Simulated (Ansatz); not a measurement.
# Ti (Im-3m) in Ansatz: reference runs

Aim: a first look at Ti with PBEsol, on the cell as given and on a disturbed one.

All numbers are computed with Ansatz 0.2.0; they aren't measurements. Logs are shortened: lines on timing, memory, paths and dates and some standing lists are left out, and cuts for length are marked.

### 1 The crystal as given

Symmetry: Im-3m, No. 229, cubic system. The conventional cell has a = 3.282 Å, b = 3.282 Å, c = 3.282 Å, α = 90.00°, β = 90.00°, γ = 90.00°. Around Ti (site symmetry m-3m) lie 8 Ti at 2.84 Å.

This isn't the form of Ti at room conditions, which is hcp.

### 2 Single point, PBEsol

The input, input.yaml:

```yaml
crystal:
  lattice:
    - [-1.641, 1.641, 1.641]
    - [1.641, -1.641, 1.641]
    - [1.641, 1.641, -1.641]
  atoms:
    - { symbol: Ti, position: [0.0, 0.0, 0.0] }
kpoints:
  mp_grid: { grid: [11, 11, 11] }
scf:
  occupations: { method: fermi_dirac, width: 0.05 }
hamiltonian:
  xc: pbesol
  pseudopotentials: { kind: all_electron, lapw: { basis_error: 0.001 } }
output:
  forces: true
  stress: true
  eigenvalues: true
  populations: true
```

Potentials or basis: all-electron LAPW, scalar-relativistic.

Launch:

```
$ ansatz run input.yaml --threads 1 --pin off --max-ram 3072MiB --backend cpu --events-out ev --progress --plain --runs-dir out
```

Standard output:

```text
Warning: RAYON_NUM_THREADS=1 ignored (pool sized by the plan → 1); use --threads N
Ti: projections on atomic orbitals take those of the free atom 1s2 2s2 2p6 3s2 3p6 3d2 4s2, of charge +0.00 (hamiltonian.pseudopotentials.projection_atoms)
LAPW: plane waves up to 7.720 Å⁻¹, error target 1.0e-3 eV per atom; small_component_spin mean_spin; Ti in spheres of 1.421 Å, 12 of its electrons in bands, Dirac shells [] (how accurate: hamiltonian.pseudopotentials.lapw.basis_error, Limitations)
Engine: ansatz 0.2.0, aarch64-unknown-linux-gnu
Pseudopotentials: kind: all_electron
Pseudopotential: Ti, LAPW, valence charge 12, lapw/all_electron/scalar/gaussian/Ti, Koelling and Harmon's equation, gaussian nucleus
Functional definition: PBEsol
  exchange = pbesol_x
  correlation = pbesol_c
Crystal: 1 atoms, lattice volume = 17.676 Å³
Basis set: ecut = 227.09257632286267 eV, 141 PW (Γ), exchange–correlation at level 2
Bands: 10, of which v1, the nominal top of the filled ones, is band 6 counted from 1 (5 counted from 0)
Symmetry: 48 space group operations
Space group: Im-3m (ITA 229), of the structure as read, at distance tolerance 2.6e-5 Å
k-points: 56 of 1331
Non-local potential: Ti, projectors of the file, none
Initial density: superposition of atomic densities (chi_scale 0.1, normalization cell)
Initial wavefunctions: plane waves of lowest kinetic energy (no species holds an atomic orbital)
Functional: x = pbesol(κ = 0.804, μ = 0.12345679012345678), c = pbesol(β = 0.046)
iter 1 solved again at ethr=6.24e-4 eV; its pass at ethr=1.00e-1 eV (dr2=7.49e-2 eV) is discarded
SCF iter   1: F=—  HF=-23207.631329 eV  |F-HF|=—  |Δ(HF+E_count)|=         —  Δρ=2.36e-2  dr2=7.54e-2  ethr=6.24e-4  ⟨swp⟩=2.8  Hψ=4120  notcnv=0
preconditioner: auto → none  [metal: Δε(μ)=0.026 eV  Ē_g=4.442 eV  σ=0.050 eV  W_gap=0.13  n_scr=0 (ndim 8)  ℏωp=17.7 eV  f_vac=0.000  D(μ)=2.74/eV (n_scr^D=42)]
iter 2 solved again at ethr=6.26e-6 eV; its pass at ethr=6.24e-4 eV (dr2=7.51e-4 eV) is discarded
SCF iter   2: F=—  HF=-23207.474130 eV  |F-HF|=—  |Δ(HF+E_count)|=   1.57e-1  Δρ=2.42e-3  dr2=7.49e-4  ethr=6.26e-6  ⟨swp⟩=2.4  Hψ=3054  notcnv=0
SCF iter   3: F=—  HF=-23207.451544 eV  |F-HF|=—  |Δ(HF+E_count)|=   2.26e-2  Δρ=2.48e-3  dr2=8.08e-4  ethr=6.24e-6  ⟨swp⟩=3.0  Hψ=1972  notcnv=0
SCF iter   4: F=—  HF=-23207.451319 eV  |F-HF|=—  |Δ(HF+E_count)|=   2.25e-4  Δρ=1.66e-4  dr2=3.10e-6  ethr=6.24e-6  ⟨swp⟩=2.0  Hψ=1648  notcnv=0
SCF iter   5: F=—  HF=-23207.451319 eV  |F-HF|=—  |Δ(HF+E_count)|=   8.14e-7  Δρ=1.95e-5  dr2=4.72e-8  ethr=2.59e-8  ⟨swp⟩=2.1  Hψ=1653  notcnv=0
SCF iter   6: F=-23207.451318 eV  HF=-23207.451318 eV  |F-HF|=8.16e-9  |Δ(HF+E_count)|=   4.06e-7  Δρ=1.98e-6  dr2=3.88e-10  ethr=3.93e-10  ⟨swp⟩=2.8  Hψ=1727  notcnv=0
SCF 1 converged in 6 iterations: F = -23207.451318 eV  dr2 = 3.88e-10
SCF converged after 6 iterations
Free energy (F): -23207.451318 eV
Harris-Foulkes:  -23207.451318 eV  (|F-HF|=8.16e-9)
Internal energy: -23207.428772 eV  (E = F + TS)
E sigma→0 (E₀):  -23207.440045 eV
Entropy (-TS):   -0.022547 eV (-22.547 meV/atom)
Fermi energy:    13.129112 eV
--- Per-component energies (eV) ---
  E_band       = -155.538554
  E_kinetic    = 23426.174351
  E_xc         = -1121.338107
  E_electrostatic = -45512.265016  (all electrons and nuclei)
  E_smearing   = -0.022547  (= −TS)
  E_closure    = 0.000000  (closes the sum)
  E_atoms      = -23200.354998  (free atoms, spherical and without spin; not in F)
  Σ components = -23207.451318   (vs F -23207.451318, Δ=0.00e0)
  Basis errors (estimates in eV, not in F): energy 1.2e-4 per atom: plane waves 1.0e-4 (5.4e-5 summed), levels above the bands 5.6e-70, relativity 4.0e-9, radial functions 1.2e-5, core shells 4.2e-8; eigenvalues (radial functions only) 9.9e-7; not estimated: angular momenta, meshes, grids; target (lapw.basis_error) 1.0e-3; muffin-tin radii Ti 1.421 Å
--- Forces (eV/Å), atoms counted from 1 ---
  atom   1  Ti     0.00000000     0.00000000     0.00000000
  max |Σ_I F_I| component: 2.92e-32 eV/Å
--- Stress (GPa, compression-positive) ---
       -6.778438      -0.000000       0.000000
       -0.000000      -6.778438      -0.000000
        0.000000      -0.000000      -6.778438
  P = ⅓ Tr σ = -6.7784 GPa (-67.784 kbar)
--- Band table (eV; the first three rows and the last of 56) ---
  k-point 0: bands = ["-43.1495", "-19.1357", "-19.1357", "-19.1357", "7.2355", "14.1125", "14.1125", "14.1125", "15.8523", "15.8523"]
  k-point 1: bands = ["-43.1396", "-19.1892", "-19.1522", "-19.1360", "7.5119", "13.9881", "14.0721", "14.3137", "15.7165", "15.8605"]
  k-point 2: bands = ["-43.1130", "-19.3307", "-19.1963", "-19.1368", "8.2877", "13.6711", "13.8575", "14.8862", "15.5430", "15.8962"]
  k-point 55: bands = ["-42.9387", "-19.5824", "-19.5725", "-19.5725", "11.1535", "11.1649", "16.7455", "16.7455", "16.9396", "20.7868"]
--- Löwdin populations: 1 site ---
  site symbol       q [e]
     0     Ti     21.8793
  spilling = 0.005488 (of n_electrons = 22.000000)
```

Wall time 2 s (1 thread of Arm Neoverse V2, shared host); peak memory 0.21 GiB.

What came out:

```yaml
Free_energy: -23207.4513 eV
Pressure: -6.8 GPa
Band_gap_on_the_k_mesh: none (metal or under the smearing width)
```

### 3 Single point, PBEsol (cell strained at random at fixed volume)

input.yaml, as its differences from that of step 2:

```diff
@@ -2,7 +2,7 @@
   lattice:
-    - [-1.641, 1.641, 1.641]
-    - [1.641, -1.641, 1.641]
-    - [1.641, 1.641, -1.641]
+    - [-1.665141, 1.661408, 1.599113]
+    - [1.680389, -1.705071, 1.658024]
+    - [1.604537, 1.644467, -1.642776]
   atoms:
-    - { symbol: Ti, position: [0.0, 0.0, 0.0] }
+    - { symbol: Ti, position: [-0.007204, 0.007116, 0.006824] }
 kpoints:
```

Potentials or basis: all-electron LAPW, scalar-relativistic.

Launch:

```
$ ansatz run input.yaml --threads 1 --pin off --max-ram 3072MiB --backend cpu --events-out ev --progress --plain --runs-dir out
```

It took 22 s on 1 thread of Arm Neoverse V2, shared host; peak memory 0.53 GiB.

It converged, with:

```
Free energy            : -23207.4480 eV
Pressure               : -6.7 GPa
Band gap on the k mesh : none (metal or under the smearing width)
```

Stress tensor (GPa, compression positive):
```
-6.70  1.22 -0.58
 1.22 -6.32  0.93
-0.58  0.93 -7.14
```

Levels at points of the mesh, in eV from the Fermi level:
```
           k point  band 2  band 3  band 4  band 5  band 6  band 7  band 8  band 9  band 10
(0.00, 0.00, 0.00)  -32.30  -32.26  -32.23   -5.89    0.79    0.88    1.24    2.70     2.79
```
